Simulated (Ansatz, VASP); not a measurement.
# One calculation of PtSe, two programs

Contents of POSCAR:

```
PtSe
1.0
    0.0000000000      2.7984111300      2.7984111300
    2.7984111300      0.0000000000      2.7984111300
    2.7984111300      2.7984111300      0.0000000000
Pt Se
1 1
Direct
    0.5000000000      0.5000000000      0.5000000000
    0.0000000000      0.0000000000      0.0000000000
```

File INCAR.step1:

```
SYSTEM = PtSe
  PREC = Accurate
  ENCUT = 520
  ISMEAR = 0
  SIGMA = 0.05
  LREAL = .FALSE.
  LASPH = .TRUE.
  NELM = 150
  ISPIN = 2
  MAGMOM = 2 0
  LMAXMIX = 4
  LDAU = .TRUE.
  LDAUTYPE = 1
  LDAUL = 2 -1
  LDAUU = 4 0
  LDAUJ = 0.5 0
  NBANDS = 19
  GGA = PE
  ALGO = Normal
  EDIFF = 1E-4
  LWAVE = .TRUE.
  LCHARG = .FALSE.
```

Contents of INCAR.step2:

```
SYSTEM = PtSe
  PREC = Accurate
  ENCUT = 520
  EDIFF = 1E-6
  ISMEAR = 0
  SIGMA = 0.05
  LREAL = .FALSE.
  LASPH = .TRUE.
  NELM = 150
  ALGO = Normal
  ISIF = 2
  LWAVE = .FALSE.
  LCHARG = .TRUE.
  ISPIN = 2
  MAGMOM = 2 0
  LORBIT = 11
  LMAXMIX = 4
  LDAU = .TRUE.
  LDAUTYPE = 1
  LDAUL = 2 -1
  LDAUU = 4 0
  LDAUJ = 0.5 0
  LDAUPRINT = 1
  METAGGA = R2SCAN
  LMIXTAU = .TRUE.
  LELF = .TRUE.
  LVHAR = .TRUE.
  NBANDS = 19
  ISTART = 1
```

File KPOINTS:

```
Automatic mesh
0
G
  6 6 6
  0 0 0
```

Input for Ansatz:

```yaml
crystal:
  lattice:
    - [0.0, 2.79841113, 2.79841113]
    - [2.79841113, 0.0, 2.79841113]
    - [2.79841113, 2.79841113, 0.0]
  atoms:
    - { symbol: Pt, position: [0.5, 0.5, 0.5], spin: 2.0 }
    - { symbol: Se, position: [0.0, 0.0, 0.0] }
basis:
  ecutwfc: 500
  ecutrho_ratio: 4
kpoints:
  mp_grid: { grid: [6, 6, 6] }
hamiltonian:
  xc: r2scan
  hubbard: { sites: [{ site: 0, l: d, u: 4.0, j: 0.5 }] }
scf:
  occupations: { method: gaussian, width: 0.05 }
  lower_state_search: "off"
  max_iter: 150
output:
  forces: true
  stress: true
  eigenvalues: true
  populations: true
  hubbard: { sites: [{ site: 0, l: d }] }
magnetization:
  spin_polarized: true
```

Alike in both runs: task single point; functional r2SCAN; k mesh 6 × 6 × 6; occupations gaussian, width 0.05 eV; collinear spin; Hubbard terms Pt d U = 4.0 eV, J = 0.5 eV.

```csv
,VASP,Ansatz
version,VASP 6.6.1,Ansatz 0.2.0
potentials or method,"VASP PAW PBE potentials, release 64 (Pt, Se)","scalar-relativistic, plane waves, PAW"
plane-wave cutoff (eV),520,500
valence electrons in the cell,16,34
```

```tsv
	VASP	Ansatz	Ansatz less VASP
gap on the k mesh at the Fermi level (eV)	none	none	-
pressure (GPa)	-17.4	-16.1	+1.26
net moment per atom (μB)	0.20	0.18	-0.018
size of the moment on the site where the two differ most (μB)	0.26	0.18	-0.081
```

Site moments also hang on the region over which each program counts them. The programs project onto different local orbitals, so the same U acts differently. A gap of «none» marks a metal or a gap that the smearing closes. The two sets of potentials don't hold the same shells in valence. Ansatz warned: «filled_band_counts_differ_across_k_points».

Caveats: the PAW data sets were made with another functional, which shifts forces and pressure a little (VASP). The runs have no spin-orbit coupling, so splittings on Pt are missing. The state reached can hang on the start; a lower one may exist.
